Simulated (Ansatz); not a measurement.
Property card for In

Method: Ansatz, DFT PBE, scalar-relativistic, plane waves, PAW.

Cutoff 420 eV; k points 12×12×12 on the computed 4-atom cell (Γ-centred); Gaussian smearing, width 0.10 eV; no spin polarisation.

The structure is relaxed at this level of theory with its symmetry kept, and needn't be the ground state of this composition.

It takes space group I4/mmm (No. 139, tetragonal). The conventional cell has a = 3.933 Å, b = 3.933 Å, c = 3.585 Å, α = 90.00°, β = 90.00°, γ = 90.00°. In (site symmetry 4/mmm) is surrounded by 10 In at 3.31 to 3.58 Å.

* Volume per atom: 27.73 Å³
* Energy over the standard state (uncorrected): +0.012 eV/atom
* Kohn–Sham band gap: none (metal)
* Density of states at the Fermi level: 2.0 states/eV per cell
* Orbital (Löwdin) character within 0.5 eV of the Fermi level: In 5p 71 %, In 5s 26 %
* Bader charge by site (e): In (4 in the cell) 0.00

The cell was found from a structure generator's guess, not taken from experiment. Löwdin shares on free-atom orbitals overweight diffuse shells.
